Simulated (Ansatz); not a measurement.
# VN: the cost of one run

Program: Ansatz 0.2.0. Level of theory: DFT, PBE, plane-wave PAW, default files, scalar-relativistic, as far as a step names no other. These are calculated values, not measurements.

1 further run of the same task is left out (it didn't finish).

### 1 The starting structure

Symmetry: Fm-3m, No. 225, cubic system. The conventional cell has a = 4.128 Å, b = 4.128 Å, c = 4.128 Å, α = 90.00°, β = 90.00°, γ = 90.00°. Around V (site symmetry m-3m) lie 6 N at 2.06 Å. N (site symmetry m-3m) is surrounded by 6 V at 2.06 Å.

As a file:

```xyz
2
Lattice="0.0000 2.0640 2.0640 2.0640 0.0000 2.0640 2.0640 2.0640 0.0000" Properties=species:S:1:pos:R:3 pbc="T T T"
V     0.0000    0.0000    0.0000
N     2.0640    2.0640    2.0640
```

The earlier run gave: no gap over 0.1 eV on the mesh, largest force 0.000 eV/Å, pressure -2.6 GPa.

Like atoms gathered into sites:

| site | atoms | first shell | V_zz (10²¹ V/m²) | η | C_Q (MHz) |
| --- | --- | --- | --- | --- | --- |
| V | 1 | 6 N at 2.06 Å | 0.00 | – | 0 (⁵¹V) |
| N | 2 | 6 V at 2.06 Å | 0.00 | – | 0 (¹⁴N) |

C_Q = eQV_zz/h, which is 24.18 MHz for Q = 1 b and V_zz = 10²¹ V/m²; η = (V_xx − V_yy)/V_zz. Nuclear quadrupole moments: year-2017 set (Pyykkö).

### 2 Denser k-mesh and wider smearing, since the run found no gap

Input file input.yaml:

```yaml
crystal:
  lattice:
    - [0.0, 2.064, 2.064]
    - [2.064, 0.0, 2.064]
    - [2.064, 2.064, 0.0]
  atoms:
    - { symbol: V, position: [0.0, 0.0, 0.0], spin: 2.0 }
    - { symbol: "N", position: [0.5, 0.5, 0.5] }
magnetization:
  spin_polarized: true
kpoints:
  mp_grid: { grid: [19, 19, 19] }
scf:
  occupations: { method: fermi_dirac, width: 0.05 }
hamiltonian:
  xc: pbe
  pseudopotentials: { kind: paw }
output:
  forces: true
  stress: true
  populations: true
  efg:
    quadrupole_moments_barn: { V: -0.052, "N": 0.02044 }
    contact_densities: true
```

On the command line:

```console
ansatz run input.yaml --threads 1 --pin off --max-ram 3072MiB --backend cpu --events-out ev --progress --plain --runs-dir out
```

**Question.** How long does this run take on 1 thread of Intel Xeon Platinum 8259CL at 2.50GHz (Skylake/Cascade Lake), shared host, and how much memory does it need?

About 15 s, with a peak of 0.5 GiB.
